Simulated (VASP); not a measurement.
Wanted: the native input for a VASP 6.6.1 run.

```yaml
Task: relaxation of cell and atoms
Functional: PBE
Potentials_or_basis: VASP PAW PBE potentials, release 64 (Hf_pv)
Cutoff: 600 eV
k_mesh: 9 × 9 × 6
Occupations: fermi-dirac, width 0.05 eV
Spin: no spin polarisation
Target_pressure: 10 GPa
Further_INCAR_settings: ALGO = Normal; EDIFF = 1e-06; IBRION = 2; EDIFFG = -0.01; NSW = 60; ISIF = 3
Target_pressure: 10 GPa
```

The structure of Hf lies in POSCAR:

```
Hf
1.0
    0.0000000000     -2.2200000000     -2.2200000000
    0.0000000000      2.2200000000     -2.2200000000
    4.4400000000      0.0000000000      0.0000000000
Hf
2
Direct
    0.5138198400      0.4808622700      0.5061421700
    0.9861801600      0.0191377300      0.9938578300
```

This isn't the form of Hf at room conditions, which is hcp.

The cell isn't the ideal one: pressure_gpa = 10; all atoms moved at random, sigma 0.1 Å a component.

One way to write it, as run:

INCAR

```
SYSTEM = Hf
ALGO = Normal ; EDIFF = 1E-6
EDIFFG = -0.01 ; ENCUT = 600
GGA = PE ; IBRION = 2
ISIF = 3 ; ISMEAR = -1
LASPH = .TRUE. ; LCHARG = .FALSE.
LREAL = .FALSE. ; LWAVE = .FALSE.
NELM = 60 ; NSW = 60
PREC = Accurate ; PSTRESS = 100
SIGMA = 0.05
```

KPOINTS

```
k-points
0
G
  9 9 6
  0 0 0
```

Potentials or basis: VASP PAW PBE potentials, release 64 (Hf_pv).

Command:

```bash
$ cat potpaw_PBE.64/Hf_pv/POTCAR > POTCAR
$ mpirun -np 1 vasp_std > vasp.out
```

Results of the run:

```json
{
  "Relaxed volume": "20.68 Å³/atom",
  "Relaxed cell": "a = 3.097 Å, b = 3.096 Å, c = 4.313 Å, α = 90.00°, β = 90.00°, γ = 89.94°",
  "Space group after relaxing (to 0.05 Å)": "I4/mmm (No. 139)",
  "Energy change on relaxing (the enthalpy is what falls)": "+27.2 meV/atom",
  "Ionic steps": "17",
  "Pressure after relaxing": "10.0 GPa",
  "Band gap on the k mesh": "none (metal or under the smearing width)"
}
```

Caveat: the cell is relaxed towards a set pressure, so the enthalpy falls and the energy may rise.

It took 14 min on 1 thread of Intel(R) Xeon(R) Platinum 8488C (Sapphire Rapids) (shared host), peak memory 0.32 GiB.
